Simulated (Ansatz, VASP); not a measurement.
## Two plane-wave programs on B

Contents of INCAR:

```
SYSTEM = B
ALGO     = Normal         ! electronic algorithm
EDIFF    = 1E-6           ! SCF threshold, eV
EDIFFG   = -0.04          ! ionic threshold
ENCUT    = 600            ! plane-wave cutoff, eV
GGA      = PS             ! functional
IBRION   = 2              ! ionic algorithm
ISIF     = 3              ! what is computed and relaxed
ISMEAR   = 0              ! smearing method
LASPH    = .True.         ! aspherical terms in the spheres
LCHARG   = .False.        ! write CHGCAR
LREAL    = .False.        ! projectors in reciprocal space
LWAVE    = .False.        ! write WAVECAR
NELM     = 60             ! most SCF steps
NSW      = 90             ! ionic steps
PREC     = Accurate       ! precision mode
SIGMA    = 0.1            ! smearing width, eV
```

The input KPOINTS:

```
k-points
0
Gamma
  9 9 9
  0 0 0
```

The input POSCAR:

```
B
1.0
    1.3146712942      0.7590258256      2.4379002952
   -1.3146712942      0.7590258256      2.4379002952
    0.0000000000     -1.5180516513      2.4379002952
B
2
Direct
    0.2275400000      0.2275400000      0.2275400000
    0.7724600000      0.7724600000      0.7724600000
```

Input for Ansatz:

```yaml
crystal:
  lattice:
    - [1.3146712942, 0.7590258256, 2.4379002952]
    - [-1.3146712942, 0.7590258256, 2.4379002952]
    - [0.0, -1.5180516513, 2.4379002952]
  atoms:
    - { symbol: B, position: [0.22754, 0.22754, 0.22754] }
    - { symbol: B, position: [0.77246, 0.77246, 0.77246] }
basis:
  ecutwfc: 420
kpoints:
  mp_grid: { grid: [9, 9, 9] }
hamiltonian:
  xc: pbesol
scf:
  occupations: { method: gaussian, width: 0.1 }
  lower_state_search: "off"
output:
  forces: true
  stress: true
  eigenvalues: true
relax:
  adjacent_minimum: "off"
  f_tol: 0.04
  max_steps: 70
  cell: { stress_tol: 0.4 }
```

Alike in both runs: task relaxation of cell and atoms; functional PBEsol; k mesh 9 × 9 × 9; occupations gaussian, width 0.1 eV; no spin polarisation.

```csv
,VASP,Ansatz
version,VASP 6.6.1,Ansatz 0.2.0
potentials or method,"VASP PAW PBE potentials, release 64 (B)","scalar-relativistic, plane waves, PAW"
plane-wave cutoff (eV),600,420
valence electrons in the cell,6,6
```

```csv
,VASP,Ansatz,Ansatz less VASP
"gap on the k mesh at the Fermi level, each at its own relaxed structure (eV)",none,none,-
relaxed volume (Å³/atom),6.63,6.63,-0.007
relaxed cell length with the largest relative difference (Å),2.682,2.679,-0.0028
energy change over the relaxation (meV/atom),-189,-189,+0.5
```

A gap of «none» marks a metal or a gap that the smearing closes.

Caveats: the PAW data sets were made with another functional, which shifts forces and pressure a little (VASP).
